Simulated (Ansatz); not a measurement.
Relaxing BaTiO3

The calculation used DFT r2SCAN, scalar-relativistic, plane waves, PAW (Ansatz). Settings: 500 eV cutoff, 8×8×8 k-mesh, Gaussian smearing of 0.02 eV, no spin polarisation.

What was changed: equal strain along all axes, cell held, atoms relaxed: -3.0 %.

Command:

```bash
ansatz run input.yaml --threads 1 --pin off --max-ram 2560MiB --backend cpu --events-out ev --progress --plain --runs-dir out
```

Input:

```yaml
crystal:
  lattice:
    - [3.8535693664, 0.0, 0.0]
    - [0.0, 3.8535693664, 0.0]
    - [0.0, 0.0, 3.988068176]
  atoms:
    - { symbol: Ba, position: [0.5, 0.5, 0.5812632485] }
    - { symbol: Ti, position: [0.0, 0.0, 0.0976357062] }
    - { symbol: O, position: [0.0, 0.5, 0.063923135] }
    - { symbol: O, position: [0.5, 0.0, 0.063923135] }
    - { symbol: O, position: [0.0, 0.0, 0.5532517651] }
basis:
  ecutwfc: 500
kpoints:
  mp_grid: { grid: [8, 8, 8] }
hamiltonian:
  xc: r2scan
scf:
  occupations: { method: gaussian, width: 0.02 }
output:
  forces: true
  stress: true
  eigenvalues: true
relax:
  adjacent_minimum: "off"
  f_tol: 0.008
  max_steps: 40
```

F is the free energy.

Steps:

| step | F − F(1) (eV) | largest force component (eV/Å) |
| --- | --- | --- |
| 1 | 0.0000 | 0.481 |
| 2 | -0.0027 | 0.409 |
| 3 | -0.0059 | 0.285 |
| 4 | -0.0103 | 0.031 |
| 5 | -0.0103 | 0.031 |
| 6 | -0.0104 | 0.000 |

Relaxed structure:

```xyz
5
Lattice="3.8536 0.0000 0.0000 0.0000 3.8536 0.0000 0.0000 0.0000 3.9881" Properties=species:S:1:pos:R:3 pbc="T T T"
Ba    1.9268    1.9268    2.3044
Ti    0.0000    0.0000    0.3614
O     0.0000    1.9268    0.2612
O     1.9268    0.0000    0.2612
O     0.0000    0.0000    2.2355
```

It takes space group P4mm (No. 99, tetragonal). Conventional cell: a = 3.854 Å, b = 3.854 Å, c = 3.988 Å, α = 90.00°, β = 90.00°, γ = 90.00°. Around Ba (site symmetry 4mm) lie 12 O at 2.73 to 2.81 Å. Around Ti (site symmetry 4mm) lie 6 O at 1.87 to 2.11 Å. O (site symmetry 2mm) is surrounded by 2 Ti at 1.93 Å. O (site symmetry 4mm) has 2 Ti at 1.87 to 2.11 Å as nearest neighbours.

The run converged. Time: 71 s on 1 thread of Intel(R) Xeon(R) 6975P-C (Granite Rapids), with other jobs on the host, peak memory 0.54 GiB.